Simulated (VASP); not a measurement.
Runs of VASP 6.6.1 on SnO2. Symmetry: Pmmm, No. 47, orthorhombic system. Conventional cell: a = 3.023 Å, b = 4.965 Å, c = 5.977 Å, α = 90.00°, β = 90.00°, γ = 90.00°. Around Sn (site symmetry mmm) lie 4 O at 2.02 Å. Around O (site symmetry mm2) lie 2 Sn at 2.02 Å. The cell was built by a generator and needn't be a form met in nature.

```tsv
level	potentials or basis	gap on the mesh (eV)	pressure (GPa)	relaxed volume (Å³/atom)	largest force (eV/Å)
PW91	VASP PAW PBE potentials, release 64 (Sn_d, O)	(a)	0.0	(b)	0.01
PBEsol	VASP PAW PBE potentials, release 64 (Sn_d, O)	1.67	0.0	35.57	0.01
revPBE	VASP PAW PBE potentials, release 64 (Sn_d, O)	1.73	0.0	38.96	0.01
RPBE	VASP PAW PBE potentials, release 64 (Sn_d, O)	1.63	0.0	37.98	-
LDA	VASP PAW LDA potentials, release 64 (Sn_d, O)	1.23	0.0	31.69	0.01
BLYP	VASP PAW PBE potentials, release 64 (Sn_d, O)	1.53	0.0	38.64	-
```

Alike in all rows: task relaxation of cell and atoms; no spin polarisation; cell relaxed; k mesh 9 × 6 × 5; cutoff (eV) 600; smearing fermi-dirac 0.05 eV.

Problem. Fill in the values left out.

Solution. (a) 1.60; (b) 36.65.

Caveats: spin-orbit coupling is left out, which moves the levels of the heavy elements; an odd mesh through Γ misses points on the zone boundary, where band edges often lie; the volume moved by over 15 % at a fixed basis, so the end points are rough (some runs); the PAW data sets were made with another functional, which shifts forces and pressure a little (some runs).

A k mesh can miss the band edges, and the runs leave out spin-orbit coupling on Sn.

Runs at the PBE level aren't shown here.
